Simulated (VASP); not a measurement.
A run of VASP 6.6.1 is set up as follows.

Contents of INCAR:

```
SYSTEM = Pb
ALGO = Normal
EDIFF = 1E-7
EDIFFG = -0.01
ENCUT = 600
IBRION = 2
ISIF = 2
ISMEAR = 1
LASPH = .TRUE.
LCHARG = .FALSE.
LREAL = .FALSE.
LWAVE = .FALSE.
NELM = 80
NSW = 40
PREC = Accurate
SIGMA = 0.1
```

KPOINTS

```
k-points
0
G
  14 14 14
  0 0 0
```

File POSCAR:

```
Pb                                      
1.0
    0.0000000000      2.4100393615      2.4100393615
    2.4100393615      0.0000000000      2.4100393615
    2.4100393615      2.4100393615      0.0000000000
  Pb            
     1
Direct
     0.0000000000000000    0.0000000000000000    0.0000000000000000
```

Potentials or basis: VASP PAW LDA potentials, release 64 (Pb_d).

The run is started by

```console
$ cat potpaw_LDA.64/Pb_d/POTCAR > POTCAR
$ mpirun -np 1 vasp_std > vasp.out
```

(1) What does it give for the band gap on the k mesh?

Answers

(1) none (metal or under the smearing width).

Caveat: the relaxation stopped at its first step, so nothing moved.
